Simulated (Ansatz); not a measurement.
# MoS₂: a line through a two-coordinate scan

An exercise on one series of results from a longer session: the logs are not shown, and one member is left open.

Program: Ansatz 0.2.0. Level of theory: DFT LDA+D3(BJ), scalar-relativistic, plane waves, PAW. These are calculated values, not measurements.

1 further run of the same task is left out (set aside as unsound or not needed).

### The starting structure

The structure is trigonal, space group R3m (No. 160). The conventional cell has a = 3.094 Å, b = 3.094 Å, c = 16.966 Å, α = 90.00°, β = 90.00°, γ = 120.00°. Mo (site symmetry 3m) has 6 S at 2.37 Å as nearest neighbours. S (site symmetry 3m) is surrounded by 3 Mo at 2.37 Å.

As a file:

```xyz
3
Lattice="1.5469 0.8931 5.6553 -1.5469 0.8931 5.6553 0.0000 -1.7862 5.6553" Properties=species:S:1:pos:R:3 pbc="T T T"
Mo    0.0000    0.0000    0.0011
S     0.0000    0.0000   12.8631
S     0.0000    0.0000    9.7566
```

This cell was relaxed beforehand with the same method: volume 15.63 Å³/atom, gap on the mesh 0.35 eV.

### Plan of the line

The energy is mapped over volume and the cell's shape.

The axes are (1) volume per atom: 5 values from 13.13 to 18.13 Å³; (2) c/a of the conventional cell: 5 values from 4.57 to 6.58.

Nothing else is relaxed (fractional coordinates fixed). Energies count from the relaxed crystal. Points are written as (first, second).

Set-up of the first run:

input.yaml reads:

```yaml
crystal:
  lattice:
    - [1.3736978975, 0.7931048509, 6.0243979194]
    - [-1.3736978975, 0.7931048509, 6.0243979194]
    - [0.0, -1.5862097018, 6.0243979194]
  atoms:
    - { symbol: Mo, position: [6.75998e-05, 6.75998e-05, 6.75998e-05] }
    - { symbol: S, position: [0.7581661549, 0.7581661549, 0.7581661549] }
    - { symbol: S, position: [0.5750662452, 0.5750662452, 0.5750662452] }
basis:
  ecutwfc: 420
kpoints:
  mp_grid: { grid: [15, 15, 15] }
hamiltonian:
  xc: lda
  pseudopotentials: { kind: paw, azcp: { folder: soft_1 } }
  dispersion: d3bj
scf:
  occupations: { method: gaussian, width: 0.03 }
output:
  forces: true
  stress: true
  eigenvalues: true
```

On the command line:

```sh
$ ansatz run input.yaml --threads 1 --pin off --max-ram 2048MiB --backend cpu --events-out ev --progress --plain --runs-dir out
```

Among the steps run: The run at (13.13 Å³, 6.58); The run at (14.38 Å³, 6.58); Grid point (15.63 Å³, 6.58); Point (16.88 Å³, 6.58); Grid point (18.13 Å³, 6.58).

One table of the session follows, with a row left open; its other results are not shown here.

It belongs to the step «The line in numbers». 

```
volume per atom (Å³)  energy (meV/atom)  slope (meV/atom per Å³)  pressure (GPa)  band gap on the k-mesh (eV)  largest force on an atom (eV/Å)
               13.13                517                     −276              44                         0.14                             1.00
               14.38                289                     −101              16                         0.31                             0.83
               15.63                  ?                        ?               ?                            ?                                ?
               16.88                302                       85             −14                         0.52                             2.98
               18.13                440                      132             −21                         0.57                             3.61
```

**Question.** Estimate the row for volume per atom (Å³) = 15.63.

Worked estimate for «energy (meV/atom)». A straight line through the neighbours (14.38, 289) and (16.88, 302) gives 289 + (302 − 289) × (15.63 − 14.38) / (16.88 − 14.38) = 296; a parabola fitted to 4 rows on both sides gives 235.

As computed: energy (meV/atom): 238; slope (meV/atom per Å³): 12; pressure (GPa): −2; band gap on the k-mesh (eV): 0.43; largest force on an atom (eV/Å): 2.09. In «energy (meV/atom)» the line misses by +58 and the parabola by -3.

Energies count from the relaxed crystal. Slopes come from the forces (and the stress, where the cell changes), not from differences of energies.

V·d²E/dV² there is about 190 GPa, a bulk modulus under this line's constraint. The well is lopsided: two grid steps out, the energy rises by 279 meV/atom towards smaller values and 202 meV/atom towards larger ones. The highest point computed, at 13.13 Å³, lies 279 meV/atom above the lowest. The gap on the mesh closes on part of the grid.

To keep in mind: Warnings in the runs' records: dispersion damping borrowed, pseudo functional mismatch.
